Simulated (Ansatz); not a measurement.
# KF: equation of state

The task here is to estimate one member of a computed series from the others.

Program: Ansatz 0.2.0. Level of theory: DFT PBE, scalar-relativistic. These are calculated values, not measurements.

## The system as given

Symmetry: Fm-3m, No. 225, cubic system. Conventional cell: a = 5.420 Å, b = 5.420 Å, c = 5.420 Å, α = 90.00°, β = 90.00°, γ = 90.00°. Around K (site symmetry m-3m) lie 6 F at 2.71 Å. F (site symmetry m-3m) has 6 K at 2.71 Å as nearest neighbours.

As a file:

```
CELL_PARAMETERS angstrom
0.00000 2.70989 2.70989
2.70989 0.00000 2.70989
2.70989 2.70989 0.00000
ATOMIC_POSITIONS crystal
K 0.00000 0.00000 0.00000
F 0.50000 0.50000 0.50000
```

The structure (rocksalt type) was typed from a prototype and relaxed by PAW; whether it is the ground state wasn't tested.

Atoms are numbered in the order of the input: K1, F2.

Set-up of the first run:

The input, input.yaml:

```yaml
crystal:
  lattice:
    - [0.0, 2.6639485134, 2.6639485134]
    - [2.6639485134, 0.0, 2.6639485134]
    - [2.6639485134, 2.6639485134, 0.0]
  atoms:
    - { symbol: K, position: [0.0, 0.0, 0.0] }
    - { symbol: F, position: [0.5, 0.5, 0.5] }
kpoints:
  mp_grid: { grid: [16, 16, 16] }
scf:
  occupations: { method: fermi_dirac, width: 0.08 }
hamiltonian:
  xc: pbe
  pseudopotentials: { kind: all_electron, lapw: { basis_error: 0.001 } }
output:
  forces: true
  stress: true
  eigenvalues: true
```

Command:

```sh
> ansatz run input.yaml --threads 1 --pin off --max-ram 2048MiB --backend cpu --events-out ev --progress --plain --runs-dir out
```

Steps of the session up to this table: Volume × 0.95, LAPW; Volume × 0.95, PAW; Volume × 0.95, crystal datasets; Volume × 0.975, LAPW; Volume × 0.975, PAW; Volume × 1.025, LAPW; Volume × 1.025, PAW; Volume × 1.05, LAPW; Volume × 1.05, PAW; Volume × 1.05, crystal datasets.

One of the session's tables, all rows but one given; the rest of the session is left out.

It belongs to the step «Fits». 

```
          method  volume (Å³/atom)  gap on the k mesh (eV)
            LAPW            18.905                    6.22
            LAPW            19.403                    6.09
            LAPW            19.900                    5.96
            LAPW            20.398                    5.84
            LAPW            20.895                    5.72
             PAW            18.905                    6.23
             PAW            19.403                    6.09
             PAW            19.900                    5.96
             PAW            20.398                    5.84
             PAW            20.895                       ?
crystal datasets            18.905                    6.22
crystal datasets            19.900                    5.96
crystal datasets            20.895                    5.72
```

**Question.** Estimate the row for PAW, 20.895.

**Answer.** gap on the k mesh (eV): 5.73. In the column «gap on the k mesh (eV)» it lies between crystal datasets, 20.895 (5.72) and LAPW, 20.398 (5.84).

Caveats from the session: Warnings in the runs' records: crystal datasets made.
